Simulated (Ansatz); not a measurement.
# What a zero-field muon signal says of the site in KCaF3

Positive muons stop in KCaF3. The zero-field polarisation below is simulated for a site relaxed by PBE, from the dipoles of the nearest spin-1/2 nuclei alone.

Zero field, powder, muon with the nuclei of the cluster table alone, static positions. Muon polarisation, P(t) against time:

```
time (μs)  muon polarisation, P(t)
      0.0                        1
      0.5                    0.562
      1.0                    0.140
      1.5                    0.472
      2.0                    0.680
      2.5                    0.357
      3.0                    0.288
      3.5                    0.464
      4.0                    0.276
      4.5                    0.190
      5.0                    0.610
      5.5                    0.667
      6.0                    0.150
      6.5                    0.183
      7.0                    0.778
      7.5                    0.728
      8.0                    0.198
      8.5                    0.263
      9.0                    0.594
      9.5                    0.452
     10.0                    0.339
     10.5                    0.558
     11.0                    0.449
     11.5                    0.182
     12.0                    0.544
     12.5                    0.937
     13.0                    0.502
     13.5                   0.0900
     14.0                    0.496
     14.5                    0.775
     15.0                    0.357
```

**Question.** Which nuclei are coupled to the muon, and how far away are they?

The cluster is ¹⁹F at 1.14 Å and ¹⁹F at 1.16 Å. The muon's nearest atoms: F 1.14 Å, F 1.16 Å, Ca 2.36 Å, K 2.65 Å. Other geometries may fit nearly as well.

[Logs are printed without paths, hosts, clocks, repeated set-up lines and the standing remarks that a program may print on its own settings, such as how far it seeks lower states.]

[Hosts, paths, dates, database ids (printed as entryN), source tags and the programs' standing remarks are cut or masked in the printed files.]
